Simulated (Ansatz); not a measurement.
# Relaxing TiO$_{2}$

All numbers below come from Ansatz 0.2.0, DFT r2SCAN+U, scalar-relativistic, plane waves, PAW. Run with 500 eV cutoff, 6×6×8 k-mesh, Gaussian smearing of 0.02 eV, no spin polarisation, U_eff Ti 4.0 eV on d shells.

What was changed: biaxial strain in the a-b plane, c and atoms relaxed: -1.5 %.

Command:

```bash
ansatz run input.yaml --threads 1 --pin off --max-ram 2560MiB --backend cpu --events-out ev --progress --plain --runs-dir out
```

Input:

```yaml
crystal:
  lattice:
    - [4.5283752352, 0.0, 0.0]
    - [0.0, 4.5283752352, 0.0]
    - [0.0, 0.0, 3.0201141079]
  atoms:
    - { symbol: Ti, position: [0.5, 0.5, 0.0] }
    - { symbol: Ti, position: [0.0, 0.0, 0.5] }
    - { symbol: O, position: [0.6948338994, 0.6948338994, 0.5] }
    - { symbol: O, position: [0.8051661006, 0.1948338994, 0.0] }
    - { symbol: O, position: [0.1948338994, 0.8051661006, 0.0] }
    - { symbol: O, position: [0.3051661006, 0.3051661006, 0.5] }
basis:
  ecutwfc: 500
kpoints:
  mp_grid: { grid: [6, 6, 8] }
hamiltonian:
  xc: r2scan
  hubbard: { sites: [{ species: Ti, l: d, u_eff: 4.0 }] }
scf:
  occupations: { method: gaussian, width: 0.02 }
output:
  forces: true
  stress: true
  eigenvalues: true
relax:
  adjacent_minimum: "off"
  f_tol: 0.008
  max_steps: 40
  cell: { stress_tol: 0.015, fix: [a, b, gamma] }
```

F is the free energy. Steps run on the plane waves of an earlier cell, but the last one, and at times one on the way, on a freshly chosen basis, so a repeated geometry can differ a little in energy. The held parts of the cell keep their stress, so P needn't end at zero.

Steps:

```
step F − F(1) (eV) largest force component (eV/Å) V (Å³/atom) P (GPa)
   1         0.0000                           0.034       10.322     4.54
   2        -0.0002                           0.022       10.329     4.30
   3        -0.0003                           0.001       10.334     4.11
   4        -0.0003                           0.000       10.335     4.10
   5        -0.0003                           0.000       10.335     4.10
```

Relaxed structure:

```cif
data_structure
_symmetry_space_group_name_H-M 'P 1'
_symmetry_Int_Tables_number 1
_cell_length_a 4.5284
_cell_length_b 4.5284
_cell_length_c 3.0239
_cell_angle_alpha 90.000
_cell_angle_beta 90.000
_cell_angle_gamma 90.000
_cell_volume 62.01
loop_
_atom_site_label
_atom_site_type_symbol
_atom_site_fract_x
_atom_site_fract_y
_atom_site_fract_z
_atom_site_occupancy
Ti1 Ti 0.50000 0.50000 0.00000 1
Ti2 Ti 0.00000 0.00000 0.50000 1
O1 O 0.69510 0.69510 0.50000 1
O2 O 0.80490 0.19510 0.00000 1
O3 O 0.19510 0.80490 0.00000 1
O4 O 0.30490 0.30490 0.50000 1
```

It takes space group P4_2/mnm (No. 136, tetragonal). Conventional cell: a = 4.528 Å, b = 4.528 Å, c = 3.024 Å, α = 90.00°, β = 90.00°, γ = 90.00°. Ti (site symmetry mmm) is surrounded by 6 O at 1.95 to 1.96 Å. O (site symmetry m2m) is surrounded by 3 Ti at 1.95 to 1.96 Å.

The run converged. It took 84 s on 1 thread of Arm Neoverse V1 (shared host), peak memory 0.62 GiB.